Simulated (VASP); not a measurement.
# KBr (Pm-3m) in VASP: further runs, part 2 of 2

VASP 6.6.1. Earlier steps stand in the parts before.

## (3) Single point, LDA (atom 1 (K) and its images move by one cell vector a)

File INCAR:

```
SYSTEM = KBr
  PREC = Accurate
  ENCUT = 520
  EDIFF = 1E-7
  ISMEAR = -1
  SIGMA = 0.02
  LREAL = .FALSE.
  LASPH = .TRUE.
  NELM = 100
  ALGO = Normal
  ISIF = 2
  LWAVE = .FALSE.
  LCHARG = .FALSE.
  GGA = CA
  NBANDS = 15
```

File KPOINTS:

```
regular mesh
0
G
  6 6 6
  0 0 0
```

File POSCAR:

```
KBr
1.0
    4.0434990000      0.0000000000      0.0000000000
    0.0000000000      4.0434990000      0.0000000000
    0.0000000000      0.0000000000      4.0434990000
K Br
1 1
Direct
    0.1666665430      0.0000000000      0.0000000000
    0.4999998763      0.4999998763      0.4999998763
```

Potentials or basis: VASP PAW LDA potentials, release 64 (K_sv, Br).

Launch:

```sh
$ cat potpaw_LDA.64/K_sv/POTCAR potpaw_LDA.64/Br/POTCAR > POTCAR
$ mpirun -np 1 vasp_std > vasp.out
```

OUTCAR:

```text
SYSTEM = KBr
   PREC = Accurate
   ENCUT = 520
   EDIFF = 1E-7
   ISMEAR = -1
   LREAL = .FALSE.
   LASPH = .TRUE.
   NELM = 100
   ISIF = 2
   GGA = CA

 ion  position               nearest neighbor table
   1  0.167  0.000  0.000-   2 3.16   2 3.16   2 3.16   2 3.16
   2  0.500  0.500  0.500-   1 3.16   1 3.16   1 3.16   1 3.16

  LATTYP: Found a simple cubic cell.
 ALAT       =     4.0434990000

  Lattice vectors:

 A1 = (   4.0434990000,   0.0000000000,   0.0000000000)
[... 608 lines left out ...]
      9       5.0019      0.00000
     10       5.7676      0.00000
     11       6.6071      0.00000
     12       7.1646      0.00000
     13       7.4942      0.00000
     14       8.6760      0.00000
     15      10.2076      0.00000

 [... further k-points ...]
[... 5 lines left out ...]
  --------------------------------------------------------------------------------------
  -------------------------------------------------------------------------------------
  Total       -0.3845196     -0.2701441     -0.2701441     -0.0000000      0.0000000      0.0000000
  in kB       -9.3187364     -6.5468761     -6.5468761     -0.0000000      0.0000000      0.0000000
  external PRESSURE =      -7.4708296 kB  Pullay stress =       0.0000000 kB

 VOLUME and BASIS-vectors are now :
 -----------------------------------------------------------------------------
  energy-cutoff  :      520.00
  volume of cell :       66.11
      direct lattice vectors                 reciprocal lattice vectors
     4.043499000  0.000000000  0.000000000     0.247310559  0.000000000  0.000000000
     0.000000000  4.043499000  0.000000000     0.000000000  0.247310559  0.000000000
     0.000000000  0.000000000  4.043499000     0.000000000  0.000000000  0.247310559

 POSITION                                       TOTAL-FORCE (eV/Angst)
 -----------------------------------------------------------------------------------
      0.67392      0.00000      0.00000        -0.269148      0.000000      0.000000
      2.02175      2.02175      2.02175         0.269148      0.000000     -0.000000
 -----------------------------------------------------------------------------------
    total drift:                                0.000151      0.000329      0.000329

  FREE ENERGIE OF THE ION-ELECTRON SYSTEM (eV)
  ---------------------------------------------------
  free  energy   TOTEN  =        -6.6043230866 eV

  energy  without entropy=       -6.6043230866  energy(sigma->0) =       -6.60432309
```

It took 14 s on 1 thread of Intel Xeon 6975P-C (Granite Rapids), shared host; peak memory 0.16 GiB.

Results:

| Property | Result |
| --- | --- |
| Free energy | -6.6043 eV |
| Pressure | -0.7 GPa |
| Largest force | 0.269 eV/Å |
| Band gap on the k mesh | 3.56 eV, indirect (least direct gap 3.85 eV) |

Forces on the atoms (eV/Å):
```
K   -0.269  0.000  0.000
Br   0.269  0.000  0.000
```

Stress tensor (GPa, compression positive):
```
-0.93  0.00  0.00
 0.00 -0.65  0.00
 0.00  0.00 -0.65
```

A k mesh can miss the band edges.

## (4) Single point, LDA (atom 1 (K) and its images move by one cell vector a)

File INCAR:

```
SYSTEM = KBr
PREC = Accurate ; ENCUT = 520
EDIFF = 1E-6 ; ISMEAR = -1
SIGMA = 0.02 ; LREAL = .FALSE.
LASPH = .TRUE. ; NELM = 100
ALGO = Fast ; ISIF = 2
LWAVE = .FALSE. ; LCHARG = .TRUE.
LELF = .TRUE. ; LVHAR = .TRUE.
NBANDS = 15
```

KPOINTS is that of step 3.

Changes to POSCAR since step 3:

```diff
@@ -8,3 +8,3 @@
 Direct
-    0.1666665430      0.0000000000      0.0000000000
+    0.3333333333      0.0000000000      0.0000000000
     0.4999998763      0.4999998763      0.4999998763
```

Potentials or basis: VASP PAW LDA potentials, release 64 (K_sv, Br).

Launch:

```sh
$ cat potpaw_LDA.64/K_sv/POTCAR potpaw_LDA.64/Br/POTCAR > POTCAR
$ mpirun -np 1 vasp_std > vasp.out
```

OUTCAR:

```text
SYSTEM = KBr
   PREC = Accurate
   ENCUT = 520
   EDIFF = 1E-6
   ISMEAR = -1
   LREAL = .FALSE.
   LASPH = .TRUE.
   NELM = 100
   ISIF = 2

 ion  position               nearest neighbor table
   1  0.333  0.000  0.000-   2 2.94   2 2.94   2 2.94   2 2.94
   2  0.500  0.500  0.500-   1 2.94   1 2.94   1 2.94   1 2.94

  LATTYP: Found a simple cubic cell.
 ALAT       =     4.0434990000

  Lattice vectors:

 A1 = (   4.0434990000,   0.0000000000,   0.0000000000)
 A2 = (   0.0000000000,   4.0434990000,   0.0000000000)
 A3 = (   0.0000000000,   0.0000000000,   4.0434990000)

Analysis of symmetry for initial positions (statically):
=====================================================================
 Subroutine PRICEL returns:
 Original cell was already a primitive cell.

 Routine SETGRP: Setting up the symmetry group for a
 simple cubic supercell.

 Subroutine GETGRP returns: Found  8 space group operations
 (whereof  8 operations were pure point group operations)
 out of a pool of 48 trial point group operations.

The static configuration has the point symmetry C_4v.

Analysis of symmetry for dynamics (positions and initial velocities):
[... 165 lines left out ...]
 Fermi energy:        -0.4979940908

 k-point     1 :       0.0000    0.0000    0.0000
  band No.  band energies     occupation
      1     -28.8321      2.00000
      2     -13.9791      2.00000
      3     -12.5683      2.00000
      4     -12.5683      2.00000
      5     -12.5143      2.00000
      6      -1.3591      2.00000
      7      -1.3467      2.00000
      8      -1.3467      2.00000
      9       2.4892      0.00000
     10       4.1998      0.00000
     11       7.4736      0.00000
     12       7.7289      0.00000
     13       7.9006      0.00000
     14       9.0461      0.00000
[... 401 lines left out ...]
      2     -14.0712      2.00000
      3     -12.6954      2.00000
      4     -12.6060      2.00000
      5     -12.2212      2.00000
      6      -2.3772      2.00000
      7      -1.8970      2.00000
      8      -1.5675      2.00000
      9       4.9007      0.00000
     10       5.5824      0.00000
     11       6.7545      0.00000
     12       7.1054      0.00000
     13       7.5368      0.00000
     14       8.8464      0.00000
     15      10.3057      0.00000

 [... further k-points ...]
[... 5 lines left out ...]
  --------------------------------------------------------------------------------------
  -------------------------------------------------------------------------------------
  Total        0.3267368      2.0042591      2.0042591      0.0000000     -0.0000000      0.0000000
  in kB        7.9183849     48.5727214     48.5727214      0.0000000     -0.0000000      0.0000000
  external PRESSURE =      35.0212759 kB  Pullay stress =       0.0000000 kB

 VOLUME and BASIS-vectors are now :
 -----------------------------------------------------------------------------
  energy-cutoff  :      520.00
  volume of cell :       66.11
      direct lattice vectors                 reciprocal lattice vectors
     4.043499000  0.000000000  0.000000000     0.247310559  0.000000000  0.000000000
     0.000000000  4.043499000  0.000000000     0.000000000  0.247310559  0.000000000
     0.000000000  0.000000000  4.043499000     0.000000000  0.000000000  0.247310559

 POSITION                                       TOTAL-FORCE (eV/Angst)
 -----------------------------------------------------------------------------------
      1.34783      0.00000      0.00000        -0.495345      0.000000      0.000000
      2.02175      2.02175      2.02175         0.495345      0.000000     -0.000000
 -----------------------------------------------------------------------------------
    total drift:                                0.004338      0.000313      0.000313

  FREE ENERGIE OF THE ION-ELECTRON SYSTEM (eV)
  ---------------------------------------------------
  free  energy   TOTEN  =        -6.3218180775 eV

  energy  without entropy=       -6.3218180775  energy(sigma->0) =       -6.32181808
```

stdout:

```text
POSCAR found type information on POSCAR K Br
 POSCAR found :  2 types and       2 ions
 scaLAPACK will be used
 LDA part: xc-table for (Slater(with rela. corr.)+CA(PZ))
 , standard interpolation
 POSCAR, INCAR and KPOINTS ok, starting setup
 FFT: planning ... GRIDC
 FFT: planning ... GRID_SOFT
 FFT: planning ... GRID
 WAVECAR not read
 entering main loop
```

Wall time 19 s (1 thread of Intel Xeon 6975P-C (Granite Rapids), shared host); peak memory 0.16 GiB.

What came out:

```yaml
Free_energy: -6.3218 eV
Pressure: 3.5 GPa
Largest_force: 0.495 eV/Å
Band_gap_on_the_k_mesh: 3.51 eV, indirect (least direct gap 3.84 eV)
```

Forces in eV/Å, atoms in the order of the input:
```
K   -0.495  0.000  0.000
Br   0.495  0.000  0.000
```

Stress tensor (GPa, compression positive):
```
0.79 0.00 0.00
0.00 4.86 0.00
0.00 0.00 4.86
```
